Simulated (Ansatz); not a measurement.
Run this with the Python package of Ansatz (0.2.0) and show what comes out.

Script `run_report.py`:
```python
# -*- coding: utf-8 -*-
"""One SCF of PbS and its post-processing."""

from pathlib import Path
import argparse
import warnings

import ansatz
import numpy as np
from pymatgen.core import Structure
from pymatgen.symmetry.analyzer import SpacegroupAnalyzer
from scipy.ndimage import map_coordinates

parser = argparse.ArgumentParser(description="One SCF of PbS and its post-processing.")
parser.add_argument("--xc", required=True, help="exchange-correlation functional")
parser.add_argument("--cutoff", type=float, required=True, help="basis")
parser.add_argument("--kmesh", type=int, nargs=3, required=True, help="k-point sampling")
parser.add_argument("--occupations", required=True, help="how the bands are filled")
args = parser.parse_args()

warnings.simplefilter("ignore", ansatz.DeckWarning)

pbs = (
    ansatz.Lattice.from_parameters(4.069928, 7.964863, 7.964863, alpha=91.18234, beta=90.0, gamma=90.0)
    .atom("Pb", (0.0, 0.66311, 0.33915))
    .atom("Pb", (0.0, 0.33915, 0.66311))
    .atom("Pb", (0.5, 0.13739, 0.13739))
    .atom("Pb", (0.0, 0.82373, 0.82373))
    .atom("S", (0.5, 0.77482, 0.11785))
    .atom("S", (0.5, 0.11785, 0.77482))
    .atom("S", (0.0, 0.3109, 0.3109))
    .atom("S", (0.5, 0.63725, 0.63725))
)

job = (
    pbs.calculation()
    .functional(args.xc)
    .basis(args.cutoff)
    .kpoints(mesh=args.kmesh)
    .occupations(args.occupations)
    .compute(density=True, electron_localization_function=True, output_files={"volumetric_format": "npy"}, populations=True, density_of_states={"energy_step": 0.05, "method": "smearing", "broadening_width": 0.2}, band_table=True)
)
out = job.run(threads=1, backend="cpu")
report = out.report

n_atoms = len(report["lattice"]["sites"])
print("F =", round(report["free_energy_ev"], 4), "eV for", n_atoms, "atoms")
print("E(sigma -> 0) =", round(report["energy_sigma0_ev"], 4), "eV, TS =", round(report["entropy_ts_ev"], 5), "eV")
print("closed by", report["closed_by"], "after", report["n_iterations"], "iterations")

final = Structure(out.lattice.cell_ang, [s.symbol for s in out.lattice.sites], [s.position_frac for s in out.lattice.sites])
# smooth valence density along the shortest bond of atom 0
rho = out.density()
total = sum(channel.density_e_per_ang3 for channel in rho.channels[:2])
grid_cell = np.asarray(rho.fft_grid_basis) @ out.lattice.cell_ang
partner = min(final.get_neighbors(final[0], 5.0), key=lambda n: n.nn_distance)
line = np.linspace(final[0].coords, partner.coords, 11)
points = (line @ np.linalg.inv(grid_cell)) * rho.dims
values = map_coordinates(total, points.T, order=3, mode="grid-wrap")
print(f"from {final[0].specie} to {partner.specie}, {partner.nn_distance:.3f} A")
for t, value in zip(np.linspace(0, partner.nn_distance, 11), values):
    print(f"{t:7.3f} A  {value:9.4f} e/A^3")

# ELF is 0.5 in a uniform gas and nears 1 where pairs localise
folder = Path(out.write_results("elf"))
elf = np.load(folder / "elf.npy")
peak = np.unravel_index(elf.argmax(), elf.shape)
print(f"largest ELF {elf.max():.3f} at grid fractions", np.round(np.array(peak) / elf.shape, 3))
for level in (0.2, 0.5, 0.7, 0.8, 0.9):
    print(f"share of the cell with ELF over {level}: {np.mean(elf > level):.3f}")

files = Path(out.write_results("tables"))
print((files / "populations.tsv").read_text())

dos = out.density_of_states()
energy = np.asarray(dos.energies_ev) - dos.fermi_ev
states, count = np.asarray(dos.spin_summed_g_bin_mean_per_ev), np.asarray(dos.spin_summed_integrated)
g_fermi = float(np.interp(0.0, energy, states))
print(f"g(E_F) = {g_fermi:.3f} states/eV per cell")
for low, high in ((-10, -6), (-6, -3), (-3, 0), (0, 3)):
    print(f"states between {low} and {high} eV: {np.interp(high, energy, count) - np.interp(low, energy, count):.3f}")

analyser = SpacegroupAnalyzer(final, symprec=0.01)
standard = analyser.get_conventional_standard_structure()
print(analyser.get_crystal_system(), analyser.get_space_group_symbol(), len(standard), "atoms in the conventional cell")
print("a b c (A):", [round(x, 4) for x in standard.lattice.abc], " angles:", [round(x, 2) for x in standard.lattice.angles])
print(f"mass density {float(final.density):.3f} g/cm^3")

# direct or indirect, as far as the mesh can tell
levels = np.array(report["eigenvalues_ev"])
filled = round(report["n_electrons"] / 2)
top, bottom = levels[:, filled - 1], levels[:, filled]
print("top of band", filled, "at k =", report["kpoints_frac"][top.argmax()], f"{top.max():.4f} eV")
print("bottom of band", filled + 1, "at k =", report["kpoints_frac"][bottom.argmin()], f"{bottom.min():.4f} eV")
print(f"gap by band count {bottom.min() - top.max():.3f} eV, least direct gap {(bottom - top).min():.3f} eV")
```

```console
$ python run_report.py --xc lda --cutoff 510.0 --kmesh 4 2 2 --occupations fixed
F = -49889.7898 eV for 8 atoms
E(sigma -> 0) = -49889.7898 eV, TS = 0.0 eV
closed by deck_thresholds after 8 iterations
from Pb to S, 2.810 A
  0.000 A    10.2524 e/A^3
  0.281 A     7.6988 e/A^3
  0.562 A     3.7233 e/A^3
  0.843 A     1.2672 e/A^3
  1.124 A     0.4431 e/A^3
  1.405 A     0.2947 e/A^3
  1.686 A     0.4214 e/A^3
  1.967 A     0.8095 e/A^3
  2.248 A     1.1491 e/A^3
  2.529 A     0.5958 e/A^3
  2.810 A    -0.0297 e/A^3
largest ELF 0.881 at grid fractions [0.533 0.033 0.717]
share of the cell with ELF over 0.2: 0.512
share of the cell with ELF over 0.5: 0.177
share of the cell with ELF over 0.7: 0.111
share of the cell with ELF over 0.8: 0.065
share of the cell with ELF over 0.9: 0.000
# site	symbol	l	j	q
# orbitals = lowdin
# n_electrons = 80.000000
# spilling = 0.003058
0	Pb	0_6S	-	1.932059
0	Pb	1_6P	-	1.582289
0	Pb	2_5D	-	9.995187
1	Pb	0_6S	-	1.932059
1	Pb	1_6P	-	1.582289
1	Pb	2_5D	-	9.995187
2	Pb	0_6S	-	1.947583
2	Pb	1_6P	-	1.586421
2	Pb	2_5D	-	9.994120
3	Pb	0_6S	-	1.947239
3	Pb	1_6P	-	1.555736
3	Pb	2_5D	-	9.996254
4	S	0_3S	-	1.805145
4	S	1_3P	-	4.640263
5	S	0_3S	-	1.805145
5	S	1_3P	-	4.640263
6	S	0_3S	-	1.777191
6	S	1_3P	-	4.592603
7	S	0_3S	-	1.817126
7	S	1_3P	-	4.631230

g(E_F) = 0.677 states/eV per cell
states between -10 and -6 eV: 8.000
states between -6 and -3 eV: 5.825
states between -3 and 0 eV: 18.079
states between 0 and 3 eV: 11.657
orthorhombic Amm2 16 atoms in the conventional cell
a b c (A): [11.1472, 11.3796, 4.0699]  angles: [90.0, 90.0, 90.0]
mass density 6.157 g/cm^3
top of band 40 at k = [-0.5, 0.0, 0.0] 5.5647 eV
bottom of band 41 at k = [-0.5, 0.0, 0.0] 6.0037 eV
gap by band count 0.439 eV, least direct gap 0.439 eV
```

Notes:
- Absolute energies stand on the zero of these potentials, so only differences at equal settings mean something. A total without «per atom» is that of the cell as typed.
- Spin-orbit coupling, left out here, can change this gap by several tenths of an eV, and inverted bands can meet off the mesh.
- The crystal has a gap of about 0.44 eV on the mesh; any density of states at or just above the Fermi level is the tail of the broadening.
- Grid values close to the nuclei reflect the PAW or pseudopotential construction, not the all-electron fields.
- This cell is a computed structure, which may not be the phase found in nature.
- Gaps and levels are Kohn-Sham values on a finite set of k-points, without spin-orbit coupling.
- The computed bands are complete only to about 3.1 eV above the Fermi level; beyond that the density of states is undercounted.
- Finished in 13 s on 1 thread of Intel(R) Xeon(R) Platinum 8259CL CPU @ 2.50GHz (Skylake/Cascade Lake) (shared host), peak memory 0.57 GiB.

(A comment or docstring line of the script was reworded after the run, the code is as it ran; lines on the test bed's own set-up are left out of the output.)
